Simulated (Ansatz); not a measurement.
# MoTe2 (Te2Mo-type): one cell, many starting occupations (series 2)

DFT+U has many self-consistent solutions. How far apart do the states of MoTe2 (Te2Mo-type) lie when only the starting occupations change? Cell and atoms stay fixed.

Computed with Ansatz 0.2.0 (DFT PBE+U (U_eff = 3 eV on Mo d), plane waves, PAW, unless a step's input says otherwise).

## 1. The starting structure

It takes space group P6_3/mmc (No. 194, hexagonal). The conventional cell has a = 3.518 Å, b = 3.518 Å, c = 13.974 Å, α = 90.00°, β = 90.00°, γ = 120.00°. Te (site symmetry 3m) is surrounded by 3 Mo at 2.72 Å. Around Mo (site symmetry -6m2) lie 6 Te at 2.72 Å.

As a file:

```
Te Mo
1.0
     3.51820    0.00000    0.00000
    -1.75910    3.04685    0.00000
     0.00000    0.00000   13.97360
Te Mo
4 2
Direct
  0.33333 0.66667 0.62100
  0.66667 0.33333 0.12100
  0.33333 0.66667 0.87900
  0.66667 0.33333 0.37900
  0.33333 0.66667 0.25000
  0.66667 0.33333 0.75000
```

Magnetic order typed: opposed in the cell.

The runs: random orbitals: single harmonics, second filling; random orbitals: fully mixed, first filling; random orbitals: single harmonics, first filling; random orbitals: fully mixed, one electron more; random orbitals: drawn by pairs, first filling.

An earlier series on this cell reached its lowest free state from «from atoms, default search», perhaps among other starts (it ended without moments).

## 2. Random orbitals: single harmonics, second filling

input.yaml reads:

```yaml
crystal:
  lattice:
    - [3.51819974, 0.0, 0.0]
    - [-1.75909987, 3.04685035, 0.0]
    - [0.0, 0.0, 13.97359995]
  atoms:
    - { symbol: Te, position: [0.3333333333, 0.6666666667, 0.621] }
    - { symbol: Te, position: [0.6666666667, 0.3333333333, 0.121] }
    - { symbol: Te, position: [0.3333333333, 0.6666666667, 0.879] }
    - { symbol: Te, position: [0.6666666667, 0.3333333333, 0.379] }
    - { symbol: Mo, position: [0.3333333333, 0.6666666667, 0.25], spin: 0.3 }
    - { symbol: Mo, position: [0.6666666667, 0.3333333333, 0.75], spin: -0.3 }
basis:
  ecutwfc: 420
  ecutrho_ratio: 4
kpoints:
  mp_grid: { grid: [6, 6, 2] }
hamiltonian:
  xc: pbe
  hubbard:
    sites:
      - { site: 4, l: d, u_eff: 3.0, starting_ns: [{ spin: up, occupation_matrix: s4up }, { spin: down, occupation_matrix: s4down }] }
      - { site: 5, l: d, u_eff: 3.0, starting_ns: [{ spin: up, occupation_matrix: s5up }, { spin: down, occupation_matrix: s5down }] }
    occupation_matrices:
      s4up:
        matrix:
          - [0.02, 0.0, 0.0, 0.0, 0.0]
          - [0.0, 0.02, 0.0, 0.0, 0.0]
          - [0.0, 0.0, 0.97, 0.0, 0.0]
          - [0.0, 0.0, 0.0, 0.02, 0.0]
          - [0.0, 0.0, 0.0, 0.0, 0.02]
      s4down:
        matrix:
          - [0.02, 0.0, 0.0, 0.0, 0.0]
          - [0.0, 0.02, 0.0, 0.0, 0.0]
          - [0.0, 0.0, 0.02, 0.0, 0.0]
          - [0.0, 0.0, 0.0, 0.02, 0.0]
          - [0.0, 0.0, 0.0, 0.0, 0.97]
      s5up:
        matrix:
          - [0.02, 0.0, 0.0, 0.0, 0.0]
          - [0.0, 0.02, 0.0, 0.0, 0.0]
          - [0.0, 0.0, 0.02, 0.0, 0.0]
          - [0.0, 0.0, 0.0, 0.97, 0.0]
          - [0.0, 0.0, 0.0, 0.0, 0.02]
      s5down:
        matrix:
          - [0.02, 0.0, 0.0, 0.0, 0.0]
          - [0.0, 0.02, 0.0, 0.0, 0.0]
          - [0.0, 0.0, 0.02, 0.0, 0.0]
          - [0.0, 0.0, 0.0, 0.02, 0.0]
          - [0.0, 0.0, 0.0, 0.0, 0.97]
    ns_hold: { iters: 5 }
scf:
  occupations: { method: gaussian, width: 0.05 }
  lower_state_search: "off"
  max_iter: 150
output:
  forces: true
  stress: true
  eigenvalues: true
  populations: true
  hubbard: { sites: [{ site: 4, l: d }, { site: 5, l: d }] }
magnetization:
  spin_polarized: true
```

The typed matrices put 0.97 on the chosen orbitals and 0.02 on the others, and are held for 5 cycles.

Command:

```
$ ansatz run input.yaml --threads 4 --pin off --max-ram 6144MiB --backend cpu --events-out ev --progress --plain --runs-dir out
```

What it wrote, cut to the lines that bear on the results:

```text
Warning: crystal.symmetry: narrowed to the stabiliser of the occupation matrices — unitary ops 12 → 4, anti-unitary 12 → 0; lowered by the specified shells (site 4, l: d), (site 5, l: d); largest admitted image defect 8.9e-16, smallest excluded 7.1e-1 — at a splitting's scale: the group [...]
Warning: RAYON_NUM_THREADS=4 ignored (pool sized by the plan → 4); use --threads N
Te: projections on atomic orbitals take those of the free atom [Kr] 4d10 5s2 5p4, of charge +0.00 (hamiltonian.pseudopotentials.projection_atoms); the dataset's partial waves leave at most 7.8e-6 of an orbital's norm unspanned inside its sphere
Mo: projections on atomic orbitals take those of the free atom [Ar 3d10] 4s2 4p6 4d5 5s1, of charge +0.00 (hamiltonian.pseudopotentials.projection_atoms); the dataset's partial waves leave at most 6.0e-6 of an orbital's norm unspanned inside its sphere
[...]
Pseudopotentials: kind: paw
Pseudopotential: Te, paw, valence charge 16, recommended cutoff 420 eV (normal), Te.paw.azcp
Pseudopotential: Mo, paw, valence charge 14, recommended cutoff 420 eV (normal), Mo.paw.azcp
Functional definition: PBE
[...]
Crystal: 6 atoms, lattice volume = 149.789 Å³
Basis set: ecut = 420 eV, 2909 PW (Γ), exchange–correlation on 48×48×192 points (8 copies of the dense FFT grid, shifted against one another)
Bands: 56, of which v1, the nominal top of the filled ones, is band 46 counted from 1 (45 counted from 0)
Symmetry: 4 space group operations
k-points: 26 of 72 (time reversal used)
[...]
Starting moments: Σ|m| = 0.6 μB on 2 of 6 sites
[...]
SCF iter   1: F=—  HF=-37822.200141 eV  |F-HF|=—  |Δ(HF+E_count)|=         —  Δρ=3.57e-2 (↑3.52e-2 ↓3.57e-2)  dr2=1.05e1  dr2_m=2.27e-1  M=-0.145 μB ∫|m|=1.125 μB  β_m=0.30  ethr=3.10e-3  ⟨swp⟩=7.5  Hψ=11255  notcnv=0  defer=1
[...]
WARN: the starting moments were not kept: the SCF closed with an absolute magnetisation of 6.4e-5 μB, where they sum to 0.6 μB in size (2 sites). That is at most 0.1 of that sum. Measured as dr2_m measures the in/out step, that magnetisation stands 4.5e-10 eV from none, at or under the [...]
WARN: hamiltonian.hubbard: on 4 of 4 specified blocks the occupation matrix of this SCF's result fails the test of the specified filling. At site 4 ↑ (sites count from 0 in the list of atoms of the cell that this SCF solves) the least filled combination of the orbitals specified full has [...]
  atom   4  Te    -0.00000000     0.00000110     0.12694082
  atom   5  Mo     0.00000000    -0.00000190     0.00000000
  atom   6  Mo    -0.00000000     0.00000059     0.00000000
[...]
--- Stress (GPa, compression-positive) ---
        2.378802       0.000000       0.000000
        0.000000       2.378808       0.000000
        0.000000       0.000000       2.905073
  P = ⅓ Tr σ = 2.5542 GPa (25.542 kbar)
--- Band table (eV; the first three rows and the last of 52) ---
[...]
Occupation matrices written to <dir>
--- Löwdin populations: 6 sites ---
  site symbol       q [e]    m [muB]
     0     Te     15.8578     0.0000
     1     Te     15.8578     0.0000
     2     Te     15.8578     0.0000
     3     Te     15.8578     0.0000
     4     Mo     14.0931    -0.0000
     5     Mo     14.0931     0.0000
  spilling = 0.004158 (of n_electrons = 92.000000)
--- Occupation matrices: 2 shells (run DFT+U table (all-electron-ortho-atomic); ε = 1.46e-3) ---
  Mo4 d_4D: site group D3h (-6m2)
  Mo4 d_4D up     Tr n = 2.7677  λ = 0.533 0.533 0.559 0.559 0.583  [2× xz 0.50 E''(1.00) | 2× x2-y2 0.50 E'(1.00) | z2 1.00 A1'(1.00)]
  Mo4 d_4D dn     Tr n = 2.7677  λ = 0.533 0.533 0.559 0.559 0.583  [2× xz 0.50 E''(1.00) | 2× x2-y2 0.50 E'(1.00) | z2 1.00 A1'(1.00)]
  specified occupation → Mo4 d_4D up: matrix, ‖Δ‖_F = 1.1630, Tr Δ = -1.7177, displaced = 1.2957, d_λ = 1.1217; orbital distance = 1.4142
  specified occupation → Mo4 d_4D dn: matrix, ‖Δ‖_F = 1.1414, Tr Δ = -1.7177, displaced = 1.2695, d_λ = 1.1217; orbital distance = 1.4142
  Mo5 d_4D: site group D3h (-6m2)
  Mo5 d_4D up     Tr n = 2.7677  λ = 0.533 0.533 0.559 0.559 0.583  [2× xz 0.50 E''(1.00) | 2× x2-y2 0.50 E'(1.00) | z2 1.00 A1'(1.00)]
  Mo5 d_4D dn     Tr n = 2.7677  λ = 0.533 0.533 0.559 0.559 0.583  [2× xz 0.50 E''(1.00) | 2× x2-y2 0.50 E'(1.00) | z2 1.00 A1'(1.00)]
  specified occupation → Mo5 d_4D up: matrix, ‖Δ‖_F = 1.1414, Tr Δ = -1.7177, displaced = 1.2695, d_λ = 1.1217; orbital distance = 1.4142
  specified occupation → Mo5 d_4D dn: matrix, ‖Δ‖_F = 1.1414, Tr Δ = -1.7177, displaced = 1.2695, d_λ = 1.1217; orbital distance = 1.4142
  Tr n, λ and their labels are of the run-group-symmetrised matrices; stabiliser: 48 of 48 elements of G0×{1,Θ} (closed), max defect 4.1e-5 at τ = 3.1e-4
```

Run time: 17 s. Hardware: 4 threads of Intel Xeon Platinum 8488C (Sapphire Rapids), shared host; peak memory 0.81 GiB.

It ends with a gap on the mesh of 0.87 eV, pressure 2.6 GPa, no moment over 0.05 μB in any sphere, largest force component 0.13 eV/Å, 4 symmetry operations imposed. The program reports that the typed filling wasn't kept.

How the shells are filled (orbitals counted by the eigenvalues of the occupation matrices):

| shell | channel | electrons | over 0.8 | 0.2 to 0.8 | under 0.2 |
| --- | --- | --- | --- | --- | --- |
| Mo 4d (atom 5) | up | 2.77 | 0 | 5 | 0 |
| Mo 4d (atom 5) | down | 2.77 | 0 | 5 | 0 |

## 3. Random orbitals: fully mixed, first filling

input.yaml, as its differences from that of step 2:

```diff
@@ -10,4 +10,4 @@
     - { symbol: Te, position: [0.6666666667, 0.3333333333, 0.379] }
-    - { symbol: Mo, position: [0.3333333333, 0.6666666667, 0.25], spin: 0.3 }
-    - { symbol: Mo, position: [0.6666666667, 0.3333333333, 0.75], spin: -0.3 }
+    - { symbol: Mo, position: [0.3333333333, 0.6666666667, 0.25], spin: 2.0 }
+    - { symbol: Mo, position: [0.6666666667, 0.3333333333, 0.75], spin: -2.0 }
 basis:
@@ -26,7 +26,7 @@
         matrix:
-          - [0.02, 0.0, 0.0, 0.0, 0.0]
-          - [0.0, 0.02, 0.0, 0.0, 0.0]
-          - [0.0, 0.0, 0.97, 0.0, 0.0]
-          - [0.0, 0.0, 0.0, 0.02, 0.0]
-          - [0.0, 0.0, 0.0, 0.0, 0.02]
+          - [0.45043, -0.46116, -0.05731, -0.0778, 0.04039]
+          - [-0.46116, 0.55623, -0.06508, -0.01503, 0.06889]
+          - [-0.05731, -0.06508, 0.40724, 0.30565, -0.34203]
+          - [-0.0778, -0.01503, 0.30565, 0.26376, -0.26917]
+          - [0.04039, 0.06889, -0.34203, -0.26917, 0.32234]
       s4down:
@@ -37,3 +37,3 @@
           - [0.0, 0.0, 0.0, 0.02, 0.0]
-          - [0.0, 0.0, 0.0, 0.0, 0.97]
+          - [0.0, 0.0, 0.0, 0.0, 0.02]
       s5up:
@@ -43,3 +43,3 @@
           - [0.0, 0.0, 0.02, 0.0, 0.0]
-          - [0.0, 0.0, 0.0, 0.97, 0.0]
+          - [0.0, 0.0, 0.0, 0.02, 0.0]
           - [0.0, 0.0, 0.0, 0.0, 0.02]
@@ -47,8 +47,8 @@
         matrix:
-          - [0.02, 0.0, 0.0, 0.0, 0.0]
-          - [0.0, 0.02, 0.0, 0.0, 0.0]
-          - [0.0, 0.0, 0.02, 0.0, 0.0]
-          - [0.0, 0.0, 0.0, 0.02, 0.0]
-          - [0.0, 0.0, 0.0, 0.0, 0.97]
-    ns_hold: { iters: 5 }
+          - [0.45043, -0.46116, -0.05731, -0.0778, 0.04039]
+          - [-0.46116, 0.55623, -0.06508, -0.01503, 0.06889]
+          - [-0.05731, -0.06508, 0.40724, 0.30565, -0.34203]
+          - [-0.0778, -0.01503, 0.30565, 0.26376, -0.26917]
+          - [0.04039, 0.06889, -0.34203, -0.26917, 0.32234]
+    ns_hold: { iters: 12 }
 scf:
```

The typed matrices are held for 12 cycles.

Command:

```
$ ansatz run input.yaml --threads 4 --pin off --max-ram 6144MiB --backend cpu --events-out ev --progress --plain --runs-dir out
```

What it wrote, cut to the lines that bear on the results:

```text
Warning: crystal.symmetry: narrowed to the stabiliser of the occupation matrices — unitary ops 12 → 1, anti-unitary 12 → 1; lowered by the specified shells (site 4, l: d), (site 5, l: d); largest admitted image defect 2.2e-16, smallest excluded 3.4e-1 — at a splitting's scale: the group [...]
Warning: RAYON_NUM_THREADS=4 ignored (pool sized by the plan → 4); use --threads N
Te: projections on atomic orbitals take those of the free atom [Kr] 4d10 5s2 5p4, of charge +0.00 (hamiltonian.pseudopotentials.projection_atoms); the dataset's partial waves leave at most 7.8e-6 of an orbital's norm unspanned inside its sphere
Mo: projections on atomic orbitals take those of the free atom [Ar 3d10] 4s2 4p6 4d5 5s1, of charge +0.00 (hamiltonian.pseudopotentials.projection_atoms); the dataset's partial waves leave at most 6.0e-6 of an orbital's norm unspanned inside its sphere
[...]
[... 4 set-up lines as earlier in the session ...]
[...]
Crystal: 6 atoms, lattice volume = 149.789 Å³
Basis set: ecut = 420 eV, 2909 PW (Γ), exchange–correlation on 48×48×192 points (8 copies of the dense FFT grid, shifted against one another)
[...]
WARN: the starting moments were not kept: the SCF closed with an absolute magnetisation of 7.6e-5 μB, where they sum to 4 μB in size (2 sites). That is at most 0.1 of that sum. Measured as dr2_m measures the in/out step, that magnetisation stands 4.8e-10 eV from none, at or under the [...]
WARN: hamiltonian.hubbard: on 4 of 4 specified blocks the occupation matrix of this SCF's result fails the test of the specified filling. At site 4 ↑ (sites count from 0 in the list of atoms of the cell that this SCF solves) the least filled combination of the orbitals specified full has [...]
     2     Te     15.8578    -0.0000
     3     Te     15.8578     0.0000
     4     Mo     14.0931    -0.0000
     5     Mo     14.0931     0.0000
  spilling = 0.004158 (of n_electrons = 92.000000)
--- Occupation matrices: 2 shells (run DFT+U table (all-electron-ortho-atomic); ε = 1.31e-3) ---
  Mo4 d_4D: site group D3h (-6m2)
  Mo4 d_4D up     Tr n = 2.7677  λ = 0.533 0.533 0.559 0.559 0.583  [2× xz 0.50 E''(1.00) | 2× x2-y2 0.50 E'(1.00) | z2 1.00 A1'(1.00)]
  Mo4 d_4D dn     Tr n = 2.7677  λ = 0.533 0.533 0.559 0.559 0.583  [2× xz 0.50 E''(1.00) | 2× x2-y2 0.50 E'(1.00) | z2 1.00 A1'(1.00)]
  specified occupation → Mo4 d_4D up: matrix, ‖Δ‖_F = 1.0995, Tr Δ = -0.7677, displaced = 1.2208, d_λ = 1.0658; orbital distance = 1.4209
  specified occupation → Mo4 d_4D dn: matrix, ‖Δ‖_F = 1.1938, Tr Δ = -2.6677, displaced = 1.3339, d_λ = 1.1938; orbital distance = 0.0000
  Mo5 d_4D: site group D3h (-6m2)
  Mo5 d_4D up     Tr n = 2.7677  λ = 0.533 0.533 0.559 0.559 0.583  [2× xz 0.50 E''(1.00) | 2× x2-y2 0.50 E'(1.00) | z2 1.00 A1'(1.00)]
  Mo5 d_4D dn     Tr n = 2.7677  λ = 0.533 0.533 0.559 0.559 0.583  [2× xz 0.50 E''(1.00) | 2× x2-y2 0.50 E'(1.00) | z2 1.00 A1'(1.00)]
  specified occupation → Mo5 d_4D up: matrix, ‖Δ‖_F = 1.1938, Tr Δ = -2.6677, displaced = 1.3339, d_λ = 1.1938; orbital distance = 0.0000
  specified occupation → Mo5 d_4D dn: matrix, ‖Δ‖_F = 1.0995, Tr Δ = -0.7677, displaced = 1.2208, d_λ = 1.0658; orbital distance = 1.4209
  Tr n, λ and their labels are of the run-group-symmetrised matrices; stabiliser: 48 of 48 elements of G0×{1,Θ} (closed), max defect 3.0e-5 at τ = 2.8e-4
```

Wall time 33 s (4 threads of Intel Xeon Platinum 8488C (Sapphire Rapids), shared host); peak memory 0.95 GiB.

It ends with a gap on the mesh of 0.87 eV, pressure 2.6 GPa, no moment over 0.05 μB in any sphere, largest force component 0.13 eV/Å, 1 symmetry operation imposed. The program reports that the typed filling wasn't kept.

How the shells are filled (orbitals counted by the eigenvalues of the occupation matrices):

| shell | channel | electrons | over 0.8 | 0.2 to 0.8 | under 0.2 |
| --- | --- | --- | --- | --- | --- |
| Mo 4d (atom 5) | up | 2.77 | 0 | 5 | 0 |
| Mo 4d (atom 5) | down | 2.77 | 0 | 5 | 0 |

## 4. Random orbitals: single harmonics, first filling

input.yaml, as its differences from that of step 3:

```diff
@@ -26,7 +26,7 @@
         matrix:
-          - [0.45043, -0.46116, -0.05731, -0.0778, 0.04039]
-          - [-0.46116, 0.55623, -0.06508, -0.01503, 0.06889]
-          - [-0.05731, -0.06508, 0.40724, 0.30565, -0.34203]
-          - [-0.0778, -0.01503, 0.30565, 0.26376, -0.26917]
-          - [0.04039, 0.06889, -0.34203, -0.26917, 0.32234]
+          - [0.97, 0.0, 0.0, 0.0, 0.0]
+          - [0.0, 0.02, 0.0, 0.0, 0.0]
+          - [0.0, 0.0, 0.02, 0.0, 0.0]
+          - [0.0, 0.0, 0.0, 0.02, 0.0]
+          - [0.0, 0.0, 0.0, 0.0, 0.97]
       s4down:
@@ -47,7 +47,7 @@
         matrix:
-          - [0.45043, -0.46116, -0.05731, -0.0778, 0.04039]
-          - [-0.46116, 0.55623, -0.06508, -0.01503, 0.06889]
-          - [-0.05731, -0.06508, 0.40724, 0.30565, -0.34203]
-          - [-0.0778, -0.01503, 0.30565, 0.26376, -0.26917]
-          - [0.04039, 0.06889, -0.34203, -0.26917, 0.32234]
+          - [0.97, 0.0, 0.0, 0.0, 0.0]
+          - [0.0, 0.02, 0.0, 0.0, 0.0]
+          - [0.0, 0.0, 0.02, 0.0, 0.0]
+          - [0.0, 0.0, 0.0, 0.02, 0.0]
+          - [0.0, 0.0, 0.0, 0.0, 0.97]
     ns_hold: { iters: 12 }
```

The typed matrices put 0.97 on the chosen orbitals and 0.02 on the others, and are held for 12 cycles.

Command:

```
$ ansatz run input.yaml --threads 4 --pin off --max-ram 6144MiB --backend cpu --events-out ev --progress --plain --runs-dir out
```

What it wrote, cut to the lines that bear on the results:

```text
Warning: crystal.symmetry: narrowed to the stabiliser of the occupation matrices — unitary ops 12 → 4, anti-unitary 12 → 4; lowered by the specified shells (site 4, l: d), (site 5, l: d); largest admitted image defect 8.9e-16, smallest excluded 7.1e-1 — at a splitting's scale: the group [...]
Warning: RAYON_NUM_THREADS=4 ignored (pool sized by the plan → 4); use --threads N
Te: projections on atomic orbitals take those of the free atom [Kr] 4d10 5s2 5p4, of charge +0.00 (hamiltonian.pseudopotentials.projection_atoms); the dataset's partial waves leave at most 7.8e-6 of an orbital's norm unspanned inside its sphere
Mo: projections on atomic orbitals take those of the free atom [Ar 3d10] 4s2 4p6 4d5 5s1, of charge +0.00 (hamiltonian.pseudopotentials.projection_atoms); the dataset's partial waves leave at most 6.0e-6 of an orbital's norm unspanned inside its sphere
[...]
[... 4 set-up lines as earlier in the session ...]
[...]
Crystal: 6 atoms, lattice volume = 149.789 Å³
Basis set: ecut = 420 eV, 2909 PW (Γ), exchange–correlation on 48×48×192 points (8 copies of the dense FFT grid, shifted against one another)
[...]
WARN: the starting moments were not kept: the SCF closed with an absolute magnetisation of 6.3e-5 μB, where they sum to 4 μB in size (2 sites). That is at most 0.1 of that sum. Measured as dr2_m measures the in/out step, that magnetisation stands 5.0e-10 eV from none, at or under the [...]
WARN: hamiltonian.hubbard: on 4 of 4 specified blocks the occupation matrix of this SCF's result fails the test of the specified filling. At site 4 ↑ (sites count from 0 in the list of atoms of the cell that this SCF solves) the least filled combination of the orbitals specified full has [...]
     2     Te     15.8578     0.0000
     3     Te     15.8578    -0.0000
     4     Mo     14.0931     0.0000
     5     Mo     14.0931    -0.0000
  spilling = 0.004158 (of n_electrons = 92.000000)
--- Occupation matrices: 2 shells (run DFT+U table (all-electron-ortho-atomic); ε = 1.77e-3) ---
  Mo4 d_4D: site group D3h (-6m2)
  Mo4 d_4D up     Tr n = 2.7677  λ = 0.533 0.533 0.559 0.559 0.583  [2× xz 0.50 E''(1.00) | 2× xy 0.50 E'(1.00) | z2 1.00 A1'(1.00)]
  Mo4 d_4D dn     Tr n = 2.7677  λ = 0.533 0.533 0.559 0.559 0.583  [2× xz 0.50 E''(1.00) | 2× xy 0.50 E'(1.00) | z2 1.00 A1'(1.00)]
  specified occupation → Mo4 d_4D up: matrix, ‖Δ‖_F = 1.0659, Tr Δ = -0.7677, displaced = 1.1817, d_λ = 1.0658; orbital distance = 0.7071
  specified occupation → Mo4 d_4D dn: matrix, ‖Δ‖_F = 1.1938, Tr Δ = -2.6677, displaced = 1.3339, d_λ = 1.1938; orbital distance = 0.0000
  Mo5 d_4D: site group D3h (-6m2)
  Mo5 d_4D up     Tr n = 2.7677  λ = 0.533 0.533 0.559 0.559 0.583  [2× xz 0.50 E''(1.00) | 2× xy 0.50 E'(1.00) | z2 1.00 A1'(1.00)]
  Mo5 d_4D dn     Tr n = 2.7677  λ = 0.533 0.533 0.559 0.559 0.583  [2× xz 0.50 E''(1.00) | 2× xy 0.50 E'(1.00) | z2 1.00 A1'(1.00)]
  specified occupation → Mo5 d_4D up: matrix, ‖Δ‖_F = 1.1938, Tr Δ = -2.6677, displaced = 1.3339, d_λ = 1.1938; orbital distance = 0.0000
  specified occupation → Mo5 d_4D dn: matrix, ‖Δ‖_F = 1.0659, Tr Δ = -0.7677, displaced = 1.1817, d_λ = 1.0658; orbital distance = 0.7071
  Tr n, λ and their labels are of the run-group-symmetrised matrices; stabiliser: 48 of 48 elements of G0×{1,Θ} (closed), max defect 3.6e-5 at τ = 3.7e-4
```

Run time: 27 s. Hardware: 4 threads of Intel Xeon Platinum 8488C (Sapphire Rapids), shared host; peak memory 0.8 GiB.

Result: a gap on the mesh of 0.87 eV, pressure 2.6 GPa, no moment over 0.05 μB in any sphere, largest force component 0.13 eV/Å, 4 symmetry operations imposed. The program reports that the typed filling wasn't kept.

The shells' filling, with natural orbitals sorted by occupation:

| shell | channel | electrons | over 0.8 | 0.2 to 0.8 | under 0.2 |
| --- | --- | --- | --- | --- | --- |
| Mo 4d (atom 5) | up | 2.77 | 0 | 5 | 0 |
| Mo 4d (atom 5) | down | 2.77 | 0 | 5 | 0 |

[end of part 1 of 2]
